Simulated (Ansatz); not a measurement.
Spin-resolved density of states of Gd (R-3m)

Geometry: a structure from the Materials Project; nothing is relaxed.

Settings: PBE, 11×11×11 k mesh, Fermi–Dirac smearing of 0.1 eV. LAPW is all-electron LAPW in Ansatz 0.2.0. Site moments are integrated in spheres about the atoms. DFT+U (Dudarev's form): U = 6.0 eV on Gd f.

The input and its command:

```yaml
crystal:
  lattice:
    - [1.8248561918, 1.0535812136, 8.90239077]
    - [-1.8248561918, 1.0535812136, 8.90239077]
    - [0.0, -2.1071624271, 8.90239077]
  atoms:
    - { symbol: Gd, position: [0.0, 0.0, 0.0], spin: 7.0 }
    - { symbol: Gd, position: [0.2229111, 0.2229111, 0.2229111], spin: 7.0 }
    - { symbol: Gd, position: [0.7770889, 0.7770889, 0.7770889], spin: 7.0 }
magnetization:
  spin_polarized: true
kpoints:
  mp_grid: { grid: [11, 11, 11] }
scf:
  occupations: { method: fermi_dirac, width: 0.1 }
hamiltonian:
  xc: pbe
  pseudopotentials: { kind: all_electron, lapw: { basis_error: 0.001 } }
  hubbard: { sites: [{ species: Gd, l: f, u_eff: 6 }] }
output:
  forces: true
  stress: true
  eigenvalues: true
  hubbard: { sites: [{ species: Gd, l: f }] }
  populations: true
  dos: { projected: true, de: 0.1, e_range: [-10, 8] }
```

Command: `ansatz run input.yaml --threads 2 --pin off --max-ram 6144MiB --backend cpu --events-out ev --progress --plain --runs-dir out`

Q: Give the density of states by spin, smoothed by a Gaussian of 0.15 eV.

A: 
```
E − E_F (eV)  majority (states/eV/cell)  minority (states/eV/cell)
       -7.00                       0.00                       0.00
       -6.60                       0.00                       0.00
       -6.20                       0.00                       0.00
       -5.80                       0.00                       0.00
       -5.40                       0.00                       0.00
       -5.00                       0.05                       0.00
       -4.60                       0.14                       0.00
       -4.20                       0.21                       0.02
       -3.80                       0.29                       0.10
       -3.40                       0.38                       0.18
       -3.00                       0.54                       0.25
       -2.60                       0.95                       0.33
       -2.20                       1.41                       0.45
       -1.80                       1.61                       0.70
       -1.40                       1.73                       1.39
       -1.00                       2.18                       1.62
       -0.60                       2.25                       1.72
       -0.20                       2.54                       1.45
        0.20                       2.00                       2.18
        0.60                       2.98                       2.17
        1.00                       2.42                       2.48
        1.40                       2.87                       2.93
        1.80                       1.53                       2.69
        2.20                       1.60                       3.17
        2.60                       1.41                       6.52
        3.00                       1.37                      39.69
        3.40                       1.68                       9.00
```
Site moments (μB): Gd1 7.63, Gd2 7.61, Gd3 7.61. Cell moment 23.36 μB.

Löwdin populations of d and f shells (filled inner shells left out):

```json
{"shell": "Gd1 5d", "up": "1.47", "down": "0.75"}
{"shell": "Gd1 4f", "up": "7.00", "down": "0.00"}
{"shell": "Gd2 5d", "up": "1.47", "down": "0.76"}
{"shell": "Gd2 4f", "up": "7.00", "down": "0.00"}
{"shell": "Gd3 5d", "up": "1.47", "down": "0.76"}
{"shell": "Gd3 4f", "up": "7.00", "down": "0.00"}
```

Further occupied bands lie below the window, the nearest with its top at -8.2 eV.

Spin–orbit coupling is left out although heavy atoms are present. With open f shells a run can end in a state that isn't the lowest. None of this fixes the real material's magnetic order: only patterns that fit the cell were computed, at zero temperature, with a functional that can overstate moments.
